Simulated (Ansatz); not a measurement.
An Ansatz run on PbTiO₃ built on the cubic perovskite prototype left the output below. The cell was relaxed beforehand with r2SCAN.

The cell given to it:
```cif
data_structure
_symmetry_space_group_name_H-M 'P 1'
_symmetry_Int_Tables_number 1
_cell_length_a 3.9351
_cell_length_b 3.9351
_cell_length_c 3.9351
_cell_angle_alpha 90.000
_cell_angle_beta 90.000
_cell_angle_gamma 90.000
_cell_volume 60.93
loop_
_atom_site_label
_atom_site_type_symbol
_atom_site_fract_x
_atom_site_fract_y
_atom_site_fract_z
_atom_site_occupancy
Pb1 Pb 0.00000 0.00000 0.00000 1
Ti1 Ti 0.50000 0.50000 0.50000 1
O1 O 0.50000 0.50000 0.00000 1
O2 O 0.50000 0.00000 0.50000 1
O3 O 0.00000 0.50000 0.50000 1
```

What the program printed (shortened):
```
scf.n_extra_bands = 5 over 22 filled bands (N_el = 44.0): the run solves 27 bands
Pseudopotential: Pb, paw, valence charge 14, recommended cutoff 420 eV (normal)
Pseudopotential: Ti, paw, valence charge 12, recommended cutoff 420 eV (normal)
Pseudopotential: O, paw, valence charge 6, recommended cutoff 420 eV (normal)
Functional definition: PBE0
  parameter a = 0.25
  parameter kappa = 0.804
  parameter beta = 0.06672455060314922
  exchange = (1 - a)*pbe_x(kappa = kappa, mu = beta*pi^2/3) + a*exact_x
  correlation = pbe_c(beta = beta)
Crystal: 5 atoms, lattice volume = 60.934 Å³
Basis set: ecut = 420 eV, 1213 PW (Γ)
Symmetry: 48 space group operations
Space group: Pm-3m (ITA 221)
k-points: 10 of 64
preconditioner: auto → none  [insulator: Δε(μ)=4.266 eV  ℏωp=28.5 eV]
hybrid outer 1: dexx = +4.779e-2 eV, tail = 2.15e-4 eV
hybrid outer 2: dexx = +3.483e-6 eV, tail = 6.96e-8 eV, Δε = 6.06e-3 eV
Free energy (F): -16112.220831 eV
Fermi energy:    9.927166 eV
--- Per-component energies (eV) ---
  E_band       = -260.793490
  E_kinetic    = 1086.898384
  E_local      = -2536.674594
  E_nonlocal   = 490.008660
  E_hartree    = 973.032324
  E_xc         = -419.207307
  E_vxc        = -418.483668
  E_exx        = -147.336314
  E_paw        = -11897.165419
  E_vpaw       = -533.941432
  E_ewald      = -3661.908553
  E_core_change = 0.124612
--- Forces (eV/Å), atoms counted from 1 ---
  atom   1  Pb      0.00000      0.00000      0.00000
  atom   2  Ti      0.00000      0.00000      0.00000
  atom   3  O       0.00000      0.00000      0.00000
  atom   4  O       0.00000      0.00000      0.00000
  atom   5  O       0.00000      0.00000      0.00000
--- Stress (GPa, compression-positive) ---
       -1.869717       0.000000       0.000000
        0.000000      -1.869717       0.000000
        0.000000       0.000000      -1.869717
  P = ⅓ Tr σ = -1.8697 GPa (-18.697 kbar)
--- Band table (eV; the first three rows and the last of 10) ---
  k-point 0: bands = […, 7.9252, 7.9252, 7.9252, 8.4801, 8.4801, 8.4801, 13.3540, 13.3540, 13.3540, 15.5085, …]
  k-point 1: bands = […, 7.3112, 7.3112, 7.7887, 8.4177, 8.4177, 8.4594, 13.3604, 14.3596, 14.3596, 15.5113, …]
  k-point 2: bands = […, 6.4085, 6.4085, 7.6606, 8.5084, 8.5084, 9.9272, 13.3671, 14.3841, 15.2482, 15.2482, …]
  k-point 9: bands = […, 4.1351, 4.6108, 4.6108, 9.1544, 9.1544, 9.1544, 15.6768, 15.6768, 15.6768, 18.8140, …]
```

bands.tsv, columns around the gap (it counts bands from 0):
```tsv
# k_distance	band_17	band_18	band_19	band_20	band_21	band_22	band_23	band_24	band_25
# fermi_ev = 9.927166
# [0, 0, 0] at k_distance = 0.000000
# [0, 0.5, 0] at k_distance = 0.798358
# [0.5, 0.5, 0] at k_distance = 1.596716
# [0.5, 0.5, 0.5] at k_distance = 2.395074
# [0, 0, 0.5] at k_distance = 3.524123
# levels_relative_to = fermi_ev
0.000	-2.002	-2.002	-1.447	-1.447	-1.447	3.427	3.427	3.427	5.581
0.798	-3.519	-2.267	-1.419	-1.419	0.000	3.440	4.457	5.321	5.321
1.597	-3.259	-3.259	-2.764	-1.569	-0.724	5.350	5.350	6.145	6.652
2.395	-5.316	-5.316	-0.773	-0.773	-0.773	5.750	5.750	5.750	8.887
3.524	-3.519	-2.267	-1.419	-1.419	0.000	3.440	4.457	5.321	5.321
```
In order the rows are Γ, X, M, R, X.

Task: What input produced it? Give the YAML.

Result:
```yaml
crystal:
  # lattice and atoms as above
kpoints:
  mp_grid: { grid: [4, 4, 4] }
  band_path:
    path:
      - [0.0, 0.0, 0.0]
      - [0.0, 0.5, 0.0]
      - [0.5, 0.5, 0.0]
      - [0.5, 0.5, 0.5]
      - [0.0, 0.0, 0.5]
    npoints: 1
hamiltonian:
  xc: pbe0
scf:
  occupations: { method: fixed }
  n_extra_bands: 5
output:
  forces: true
  stress: true
  eigenvalues: true
```
A single point prints forces and stress when the output block asks for them. The exchange loop and the term E_exx show exact exchange. This is the file that was run; thresholds and some counts can't be read off the log exactly.

Run as `ansatz run input.yaml --threads 4 --pin off --max-ram 7372MiB --backend cpu --events-out ev --progress --plain --runs-dir out`. It took 24 s on 4 threads of Arm Neoverse V1, with other jobs on the host, load about 0.7 per core; peak host memory 1.1 GiB.

Calculated for a static, non-magnetic cell.

Spin-orbit coupling is left out; in compounds of Pb, Bi, Tl or Hg it can lower a gap by up to about 1 eV, split its edges or invert the bands.

The program warns that its thresholds are loose for a hybrid's stress.

The meshes of the hybrids are coarse, so their gaps aren't converged to the digits shown.
